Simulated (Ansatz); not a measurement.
Runs of Ansatz 0.2.0 on Hf2S. It takes space group P6_3/mmc (No. 194, hexagonal). The conventional cell has a = 3.374 Å, b = 3.374 Å, c = 11.717 Å, α = 90.00°, β = 90.00°, γ = 120.00°. Around Hf (site symmetry 3m) lie 3 S at 2.62 Å. Around S (site symmetry -6m2) lie 6 Hf at 2.62 Å. The cell comes from a database or a generator and needn't be the stable form of this composition.

```csv
task,level,cell,k mesh,cutoff (eV),points for each segment of the path,gap on the mesh (eV),pressure (GPa),relaxed volume (Å³/atom),largest force (eV/Å)
relaxation of cell and atoms,r2SCAN,relaxed,9 × 9 × 3,500,-,none,0.0,19.38,-
relaxation of cell and atoms,LDA,relaxed,9 × 9 × 3,420,-,none,0.0,18.38,-
density of states,PBEsol,as given,8 × 8 × 2,420,-,none,-2.9,-,(b)
band structure,LDA,as given,9 × 9 × 3,420,14,none,(a),-,0.13
band structure,r2SCAN,as given,9 × 9 × 3,500,14,none,0.9,-,-
```

Alike in all rows: potentials or basis Ansatz PAW; no spin polarisation; smearing fermi-dirac 0.05 eV.

Question: Fill in the values left out.

Answer: (a) -6.3; (b) 0.18.

Caveats: the PAW data sets come from PBE, with cores solved anew for the run's functional, which leaves a small shift of forces and pressure; the plane-wave basis is chosen anew once the cell has moved, so the energies of steps on either side of that aren't comparable (some runs); spin-orbit coupling is left out, which moves the levels of the heavy elements (some runs); the density of states is complete only up to the lowest level of the last band computed (some runs).

A k mesh can miss the band edges, and the runs leave out spin-orbit coupling on Hf.

A gap of «none» marks a metal or a gap under the smearing width.
